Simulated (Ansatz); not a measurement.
The system is TiO.

```xyz
2
Lattice="3.0094 0.0000 0.0000 0.0000 3.0094 0.0000 0.0000 0.0000 3.6804" Properties=species:S:1:pos:R:3 pbc="T T T"
Ti    0.0000    0.0000    0.0000
O     0.0000    0.0000    1.8402
```

The cell was built by a generator and needn't be a form met in nature.

```yaml
Program: Ansatz 0.2.0
Task: relaxation of cell and atoms
Functional: PBEsol
Dispersion: D4
Potentials_or_basis: Ansatz PAW
Cutoff: "420 eV (not typed: the program's choice for these potentials)"
k_mesh: 9 × 9 × 7
Occupations: fermi-dirac, width 0.05 eV
Spin: no spin polarisation
```

At the start: volume 16.67 Å³/atom.

Q: Where does the relaxation end?

A: It ends after 7 steps and the volume is 15.65 Å³/atom (-6.1 %); space group P4/mmm (No. 123, to 0.05 Å).

Step by step:
```tsv
step	energy change (eV)	largest force (eV/Å)	volume (Å³)
1	0.0000	0.0000	33.33
2	-0.0212	0.0000	30.42
3	-0.0265	0.0000	31.52
4	-0.0269	0.0000	31.42
5	-0.0235	0.0000	31.42
6	-0.0239	0.0000	31.30
7	-0.0237	0.0000	31.30
```

Final structure:
```xyz
2
Lattice="2.9293 0.0000 0.0000 0.0000 2.9293 0.0000 0.0000 0.0000 3.6481" Properties=species:S:1:pos:R:3 pbc="T T T"
Ti    0.0000    0.0000    0.0000
O     0.0000    0.0000    1.8240
```

Caveat: the plane-wave basis is chosen anew once the cell has moved, so the energies of steps on either side of that aren't comparable; the pressure holds a Pulay correction of +0.4 GPa for the finite cutoff; pairwise dispersion overbinds metals, which lowers pressure and volume; the PAW data sets come from PBE, with cores solved anew for the run's functional, which leaves a small shift of forces and pressure.
